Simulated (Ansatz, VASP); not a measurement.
PtSe2: VASP beside Ansatz

```
Pt Se
1.0
     3.75496    0.00000    0.00000
    -1.87748    3.25189    0.00000
     0.00000    0.00000    4.63217
Pt Se
1 2
Direct
  0.00000 0.00000 0.00000
  0.33333 0.66667 0.27527
  0.66667 0.33333 0.72473
```

Alike in both runs: functional RPBE; dispersion D4; k mesh 8 × 8 × 6; occupations gaussian, width 0.05 eV; no spin polarisation.

Ansatz relaxed the structure, and its values are those at the end. VASP's run is a single point on that final structure, the one shown.

```csv
,VASP,Ansatz
version,VASP 6.6.1,Ansatz 0.2.0
potentials or method,"VASP PAW PBE potentials, release 64 (Pt, Se)","scalar-relativistic, plane waves, PAW"
plane-wave cutoff (eV),520,420
valence electrons in the cell,22,50
```

Ansatz gave:

```
gap on the k mesh at the Fermi level (eV) : none
pressure (GPa)                            : 1.0
rms of the force components (eV/Å)        : 0.005
dispersion energy (meV/atom)              : -1076.2
```

Question: Which values does VASP return?

Answer: gap on the k mesh at the Fermi level (eV): none; pressure (GPa): 0.9; rms of the force components (eV/Å): 0.001; dispersion energy (meV/atom): -1076.0.

A gap of «none» marks a metal or a gap that the smearing closes. The two sets of potentials don't hold the same shells in valence.

Caveats: the PAW data sets were made with another functional, which shifts forces and pressure a little (VASP); pairwise dispersion overbinds metals, which lowers pressure and volume. Spin-orbit coupling is left out, which matters for the levels of Pt.
